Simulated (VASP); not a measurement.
# CdTe (F-43m) in VASP: a series of runs, part 2 of 2

VASP 6.6.1. The steps go on from the part before.

### 4 Single point, PBE-based screened hybrid with 50 % exact exchange

POSCAR reads:

```
CdTe
1.0
    0.0000000000      3.2799012430      3.2799012430
    3.2799012430      0.0000000000      3.2799012430
    3.2799012430      3.2799012430      0.0000000000
Cd Te
1 1
Direct
    0.0000000000      0.0000000000      0.0000000000
    0.2500000000      0.2500000000      0.2500000000
```

INCAR.step1 reads:

```
SYSTEM = CdTe
PREC = Accurate
ENCUT = 520
EDIFF = 1E-5
ISMEAR = 0
SIGMA = 0.01
LREAL = .False.
LASPH = .True.
NELM = 80
ALGO = Normal
ISIF = 2
LWAVE = .True.
LCHARG = .False.
GGA = PE
NBANDS = 16
```

INCAR.step2 reads:

```
SYSTEM = CdTe
PREC = Accurate
ENCUT = 520
EDIFF = 1E-6
ISMEAR = 0
SIGMA = 0.01
LREAL = .False.
LASPH = .True.
NELM = 80
ALGO = Normal
ISIF = 2
LWAVE = .False.
LCHARG = .False.
GGA = PE
LHFCALC = .True.
AEXX = 0.5
HFSCREEN = 0.3
PRECFOCK = Normal
ISTART = 1
NBANDS = 16
```

KPOINTS reads:

```
Automatic mesh
0
Gamma
  4 4 4
  0 0 0
```

Potentials or basis: VASP PAW PBE potentials, release 64 (Cd, Te).

Launch:

```sh
$ cat potpaw_PBE.64/Cd/POTCAR potpaw_PBE.64/Te/POTCAR > POTCAR
$ cp INCAR.step1 INCAR
$ mpirun -np 1 vasp_std > vasp.out
$ cp INCAR.step2 INCAR
$ mpirun -np 1 vasp_std > vasp.out
```

OUTCAR:

```text
SYSTEM = CdTe
   PREC = Accurate
   ENCUT = 520
   EDIFF = 1E-6
   ISMEAR = 0
   LREAL = .False.
   LASPH = .True.
   NELM = 80
   ISIF = 2
   GGA = PE
   LHFCALC = .True.
   AEXX = 0.5
   HFSCREEN = 0.3
   PRECFOCK = Normal
   ISTART = 1

 ion  position               nearest neighbor table
   1  0.000  0.000  0.000-   2 2.84   2 2.84   2 2.84   2 2.84
   2  0.250  0.250  0.250-   1 2.84   1 2.84   1 2.84   1 2.84

  LATTYP: Found a face centered cubic cell.
 ALAT       =     6.5598024860

  Lattice vectors:

 A1 = (   0.0000000000,   3.2799012430,   3.2799012430)
 A2 = (   3.2799012430,   0.0000000000,   3.2799012430)
 A3 = (   3.2799012430,   3.2799012430,   0.0000000000)

Analysis of symmetry for initial positions (statically):
=====================================================================
 Subroutine PRICEL returns:
 Original cell was already a primitive cell.

 Routine SETGRP: Setting up the symmetry group for a
 face centered cubic supercell.

 Subroutine GETGRP returns: Found 24 space group operations
 (whereof 24 operations were pure point group operations)
 out of a pool of 48 trial point group operations.

The static configuration has the point symmetry T_d .

Analysis of symmetry for dynamics (positions and initial velocities):
=====================================================================
 Subroutine PRICEL returns:
 Original cell was already a primitive cell.

 Routine SETGRP: Setting up the symmetry group for a
 face centered cubic supercell.

 Subroutine GETGRP returns: Found 24 space group operations
 (whereof 24 operations were pure point group operations)
 out of a pool of 48 trial point group operations.

The dynamic configuration has the point symmetry T_d .

 Subroutine INISYM returns: Found 24 space group operations
 (whereof 24 operations are pure point group operations),
 and found     1 'primitive' translations

----------------------------------------------------------------------------------------

                                     Primitive cell

  volume of cell :      70.5687

  direct lattice vectors                    reciprocal lattice vectors
     0.000000000  3.279901243  3.279901243    -0.152443614  0.152443614  0.152443614
     3.279901243  0.000000000  3.279901243     0.152443614 -0.152443614  0.152443614
     3.279901243  3.279901243  0.000000000     0.152443614  0.152443614 -0.152443614

  length of vectors
     4.638480821  4.638480821  4.638480821     0.264040085  0.264040085  0.264040085

  position of ions in fractional coordinates (direct lattice)
     0.000000000  0.000000000  0.000000000
     0.250000000  0.250000000  0.250000000

  ion indices of the primitive-cell ions
   primitive index   ion index
                 1           1
                 2           2

----------------------------------------------------------------------------------------

 KPOINTS: Automatic mesh

[... 24 lines left out ...]
  0.000000  0.000000  0.000000      1.000000
  0.250000  0.000000  0.000000      8.000000
  0.500000  0.000000  0.000000      4.000000
  0.250000  0.250000  0.000000      6.000000
  0.500000  0.250000  0.000000     24.000000
 -0.250000  0.250000  0.000000     12.000000
  0.500000  0.500000  0.000000      3.000000
 -0.250000  0.500000  0.250000      6.000000
   k-points           NKPTS =      8   k-points in BZ     NKDIM =     64   number of bands    NBANDS=     16
   number of dos      NEDOS =    301   number of ions     NIONS =      2
   total plane-waves  NPLWV =  46656
   dimension x,y,z NGX =    36 NGY =   36 NGZ =   36
   dimension x,y,z NGXF=    72 NGYF=   72 NGZF=   72
   ions per type =               1   1
   NGX,Y,Z   is equivalent  to a cutoff of  12.90, 12.90, 12.90 a.u.
   NGXF,Y,Z  is equivalent  to a cutoff of  25.81, 25.81, 25.81 a.u.
 SYSTEM =  CdTe
   PREC   = accura    normal or accurate (medium, high low for compatibility)
   ISTART =      1    job   : 0-new  1-cont  2-samecut
   ICHARG =      0    charge: 1-file 2-atom 10-const
   ISPIN  =      1    spin polarized calculation?
   LNONCOLLINEAR =      F non collinear calculations
   LSORBIT =      F    spin-orbit coupling
   LASPH  =      T    aspherical Exc in radial PAW
   ENCUT  =  520.0 eV  38.22 Ry    6.18 a.u.   8.62  8.62  8.62*2*pi/ulx,y,z
   NELM   =     80;   NELMIN=  2; NELMDL=  0     # of ELM steps
   EDIFF  = 0.1E-05   stopping-criterion for ELM
   LREAL  =      F    real-space projection
   EDIFFG = 0.1E-04   stopping-criterion for IOM
   NSW    =      0    number of steps for IOM
   IBRION =     -1    ionic relax: 0-MD 1-quasi-New 2-CG
   NFREE  =      0    steps in history (QN), initial steepest desc. (CG)
   ISIF   =      2    stress and relaxation
   ISYM   =      3    0-nonsym 1-usesym 2-fastsym
   POTIM  = 0.5000    time-step for ionic-motion
   TEBEG  =    0.0;   TEEND  =   0.0 temperature during run
   PSTRESS=    0.0 pullay stress
   NELECT =      18.0000    total number of electrons
   NUPDOWN=      -1.0000    fix difference up-down
   EMIN   =  10.00;   EMAX   =-10.00  energy-range for DOS
   EFERMI =   0.00;   METHOD = LEGACY
   ISMEAR =     0;   SIGMA  =   0.01  broadening in eV -4-tet -1-fermi 0-gaus
   EFERMI_NEDOS =   21; number of points for ismear=-14 and -15
   IALGO  =     38    algorithm
   IMIX   =      1    mixing-type and parameters
     AMIX     =   0.40;   BMIX     =  1.00
     AMIX_MAG =   1.60;   BMIX_MAG =  1.00
  volume/ion in A,a.u.               =      35.28       238.11
  Fermi-wavevector in a.u.,A,eV,Ry     =   1.038233  1.961976 14.666102  1.077928
  Thomas-Fermi vector in A             =   2.172708
   LORBIT       =      0    0 simple, 1 ext, 2 COOP (PROOUT), +10 PAW based schemes
   GGA     = PE    functional components
   LHFCALC =     T    Hartree Fock is set to
   PRECFOCK=normal    Normal, Fast or Accurate (Low or Medium for compatibility)
   ENCUT4O =  -1.0   cutoff for four orbital integrals eV
   NKREDX  =     1    reduce k-point grid by
   NKREDY  =     1    reduce k-point grid by
   NKREDZ  =     1    reduce k-point grid by
   AEXX    =    0.5000 exact exchange contribution
   HFSCREEN=    0.3000 screening length (either q_TF or 0.3 A-1)
   HFSCREENC=   0.3000 screening length for correlation (either q_TF or 0.3 A-1)
   ENCUTFOCK=  -1.0 apply spherical cutoff to Coloumb kernel
   IVDW    =     0    specifies the selected vdW correction
   LEPSILON=     F    determine dielectric tensor
   LRPA    =     F    only Hartree local field effects (RPA)
 non-spin polarized calculation
 Gauss-broadening in eV      SIGMA  =   0.01
  energy-cutoff  :      520.00
  volume of cell :       70.57
 maximum number of plane-waves:      1924
 NGX is ok and might be reduce to    36
  NGX = 28; NGY = 28; NGZ = 28

 number of electron      18.0000006 magnetization

 Free energy of the ion-electron system (eV)
  ---------------------------------------------------
  ext. energy  EPLUGINS =         0.00000000
  ---------------------------------------------------
  free energy    TOTEN  =        -7.13528811 eV

  energy without entropy =       -7.13528811  energy(sigma->0) =       -7.13528811

 E-fermi :   1.2061     XC(G=0):  -5.9265

 val. band max:        1.1619565428   @ k =   0.0000   0.0000   0.0000
 cond. band min:       3.0937207873   @ k =   0.0000   0.0000   0.0000
 fundamental gap:      1.9317642445
 Fermi energy:         1.2060640634

 k-point     1 :       0.0000    0.0000    0.0000
  band No.  band energies     occupation
      1     -11.4506      2.00000
      2      -9.4475      2.00000
      3      -9.4475      2.00000
      4      -9.4475      2.00000
      5      -9.2076      2.00000
      6      -9.2076      2.00000
[... 129 lines left out ...]
      3      -9.3296      2.00000
      4      -9.2337      2.00000
      5      -9.2047      2.00000
      6      -8.3731      2.00000
[... 8 lines left out ...]
     15      14.0129      0.00000
     16      14.0686      0.00000

------------------------ aborting loop because EDIFF is reached ----------------------------------------

  FORCE on cell =-STRESS in cart. coord.  units (eV):
  Direction    XX          YY          ZZ          XY          YZ          ZX
  --------------------------------------------------------------------------------------
  -------------------------------------------------------------------------------------
  Total       -0.2135258     -0.2135258     -0.2135258      0.0000000      0.0000000      0.0000000
  in kB       -4.8478430     -4.8478430     -4.8478430      0.0000000      0.0000000      0.0000000
  external PRESSURE =      -4.8478430 kB  Pullay stress =       0.0000000 kB

 VOLUME and BASIS-vectors are now :
 -----------------------------------------------------------------------------
  energy-cutoff  :      520.00
  volume of cell :       70.57
      direct lattice vectors                 reciprocal lattice vectors
     0.000000000  3.279901243  3.279901243    -0.152443614  0.152443614  0.152443614
     3.279901243  0.000000000  3.279901243     0.152443614 -0.152443614  0.152443614
     3.279901243  3.279901243  0.000000000     0.152443614  0.152443614 -0.152443614

 POSITION                                       TOTAL-FORCE (eV/Angst)
 -----------------------------------------------------------------------------------
      0.00000      0.00000      0.00000         0.000000      0.000000      0.000000
      1.63995      1.63995      1.63995        -0.000000     -0.000000     -0.000000
 -----------------------------------------------------------------------------------
    total drift:                                0.000005      0.000003      0.000000

  FREE ENERGIE OF THE ION-ELECTRON SYSTEM (eV)
  ---------------------------------------------------
  free  energy   TOTEN  =        -7.1352881076 eV

  energy  without entropy=       -7.1352881076  energy(sigma->0) =       -7.13528811
```

It took 26 min on 1 thread of Intel Xeon 8259CL, shared host; peak memory 0.32 GiB.

Results:

```
Free energy            : -7.1353 eV
Pressure               : -0.5 GPa
Band gap on the k mesh : 1.93 eV
```

Levels at points of the mesh, in eV from the valence-band top:
```csv
k point,band 6,band 7,band 8,band 9,band 10,band 11,band 12,band 13
"(0.00, 0.00, 0.00)",-10.37,0.00,0.00,0.00,1.93,6.04,6.04,6.04
"(0.50, 0.00, 0.00)",-9.83,-4.62,-0.79,-0.79,3.07,6.58,6.58,8.45
"(0.50, 0.50, 0.00)",-9.60,-4.50,-1.92,-1.92,3.72,3.97,10.47,10.97
```

Caveat: the PAW data sets were made with another functional, which shifts forces and pressure a little; spin-orbit coupling is left out, which moves the levels of the heavy elements.

### 5 Overview

```csv
level,share of exact exchange,screening parameter,gap on the mesh (eV),pressure (GPa)
HSE06,0.25,0.2079 1/Å,1.44,0.2
PBE-based screened hybrid with 40 % exact exchange,0.4,0.2078 1/Å,1.96,-0.4
PBE-based screened hybrid with 50 % exact exchange,0.5,0.3 1/Å,1.93,-0.5
```

Alike in all rows: task single point; potentials or basis VASP PAW PBE potentials, release 64 (Cd, Te); no spin polarisation; cell as given; k mesh 4 × 4 × 4; cutoff (eV) 520; smearing gaussian 0.01 eV.

On the cell as given the gap runs from 1.44 eV (HSE06) to 1.96 eV (PBE-based screened hybrid with 40 % exact exchange). The pressure there spans -0.5 GPa (PBE-based screened hybrid with 50 % exact exchange) to 0.2 GPa (HSE06); a positive pressure means that this level wants a larger cell, a negative one a smaller.

Caveats: the PAW data sets were made with another functional, which shifts forces and pressure a little; spin-orbit coupling is left out, which moves the levels of the heavy elements.

Total energies depend on the potentials used, so only differences within one code and one set of settings carry meaning.

### 6 Comparison with measurements

Step 2. Measured gap of CdTe: 1.607 eV (0 K; a printed reference work, data compilation). This calculation gives 1.44 eV (-0.16 eV). Spin-orbit coupling on Cd, Te is left out. The value is that of HSE06, without temperature or zero-point motion.

Step 3. Measured gap of CdTe: 1.607 eV (0 K; a printed reference work, data compilation). This calculation gives 1.96 eV (+0.35 eV). Spin-orbit coupling on Cd, Te is left out. The value is that of PBE-based screened hybrid with 40 % exact exchange, without temperature or zero-point motion.

Step 4. Against the measured gap of CdTe, 1.607 eV (0 K; a printed reference work, data compilation), the calculated 1.93 eV is off by +0.32 eV. Spin-orbit coupling on Cd, Te is left out. The value is that of PBE-based screened hybrid with 50 % exact exchange, without temperature or zero-point motion.
